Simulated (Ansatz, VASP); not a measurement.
Two plane-wave programs on Pd

The input INCAR:

```
SYSTEM = Pd
PREC = Accurate ; ENCUT = 520
EDIFF = 1E-7 ; ISMEAR = 0
SIGMA = 0.15 ; LREAL = .FALSE.
LASPH = .TRUE. ; NELM = 60
ALGO = Fast ; ISIF = 2
LWAVE = .FALSE. ; LCHARG = .FALSE.
GGA = PE ; NBANDS = 11
```

The input KPOINTS:

```
Automatic mesh
0
G
  24 24 24
  0 0 0
```

POSCAR

```
Pd
1.0
    0.0000000000      1.8302209726      2.1962651671
    1.8302209726      0.0000000000      2.1962651671
    1.8302209726      1.8302209726      0.0000000000
Pd
1
Direct
    0.0000000000      0.0000000000      0.0000000000
```

Input for Ansatz:

```yaml
crystal:
  lattice:
    - [0.0, 1.8302209726, 2.1962651671]
    - [1.8302209726, 0.0, 2.1962651671]
    - [1.8302209726, 1.8302209726, 0.0]
  atoms:
    - { symbol: Pd, position: [0.0, 0.0, 0.0] }
basis:
  ecutwfc: 420
kpoints:
  mp_grid: { grid: [24, 24, 24] }
hamiltonian:
  xc: pbe
scf:
  occupations: { method: gaussian, width: 0.15 }
output:
  forces: true
  stress: true
  eigenvalues: true
```

Alike in both runs: task single point; functional PBE; k mesh 24 × 24 × 24; occupations gaussian, width 0.15 eV; no spin polarisation.

```csv
,VASP,Ansatz
version,VASP 6.6.1,Ansatz 0.2.0
potentials or method,"VASP PAW PBE potentials, release 64 (Pd)","scalar-relativistic, plane waves, PAW"
plane-wave cutoff (eV),520,420
valence electrons in the cell,10,18
```

Ansatz gave:

| Item | Value |
| --- | --- |
| gap on the k mesh at the Fermi level (eV) | none |
| pressure (GPa) | 10.9 |
| largest component of the traceless stress (GPa) | 13.54 |

Problem. Which values does VASP return?

Solution. gap on the k mesh at the Fermi level (eV): none; pressure (GPa): 10.4; largest component of the traceless stress (GPa): 13.34.

A gap of «none» marks a metal or a gap that the smearing closes. The two sets of potentials don't hold the same shells in valence.
